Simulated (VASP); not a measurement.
A run of VASP 6.6.1 is set up as follows.

Contents of INCAR:

```
SYSTEM = Al2O3
ALGO = Normal ; EDIFF = 1E-7
EDIFFG = -0.01 ; ENCUT = 600
GGA = PE ; IBRION = 2
ISIF = 3 ; ISMEAR = -1
LASPH = .TRUE. ; LCHARG = .FALSE.
LREAL = .FALSE. ; LWAVE = .FALSE.
NELM = 80 ; NSW = 60
PREC = Accurate ; PSTRESS = 50
SIGMA = 0.05
```

File KPOINTS:

```
k-points
0
G
  8 8 3
  0 0 0
```

The input POSCAR:

```
Al2O3
1.0
    2.8843249483      0.0000000000      0.0000000000
   -1.4421624742      2.4978986780      0.0000000000
    0.0000000000      0.0000000000      9.3367544600
Al O
2 3
Direct
    0.0000000000      0.0000000000      0.8500076700
    0.0000000000      0.0000000000      0.1499923300
    0.3333333333      0.6666666667      0.7776830800
    0.6666666667      0.3333333333      0.0000000000
    0.3333333333      0.6666666667      0.2223169200
```

Potentials or basis: VASP PAW PBE potentials, release 64 (Al, O).

Command:

```sh
$ cat potpaw_PBE.64/Al/POTCAR potpaw_PBE.64/O/POTCAR > POTCAR
$ mpirun -np 1 vasp_std > vasp.out
```

Q: Predict the band gap on the k mesh.

A: 4.54 eV, indirect (least direct gap 4.65 eV).

Q: Predict the space group after relaxing (to 0.05 Å).

A: P-6m2 (No. 187).

Q: Predict the relaxed cell.

A: a = 2.859 Å, b = 2.859 Å, c = 7.114 Å, α = 90.00°, β = 90.00°, γ = 120.00°.

Forces in eV/Å, atoms in the order of the input:
```
Al   0.000  0.000 -0.009
Al   0.000  0.000  0.009
O    0.000  0.000 -0.009
O    0.000  0.000  0.000
O    0.000  0.000  0.009
```

Caveat: the cell is relaxed towards a set pressure, so the enthalpy falls and the energy may rise; an odd mesh through Γ misses points on the zone boundary, where band edges often lie.
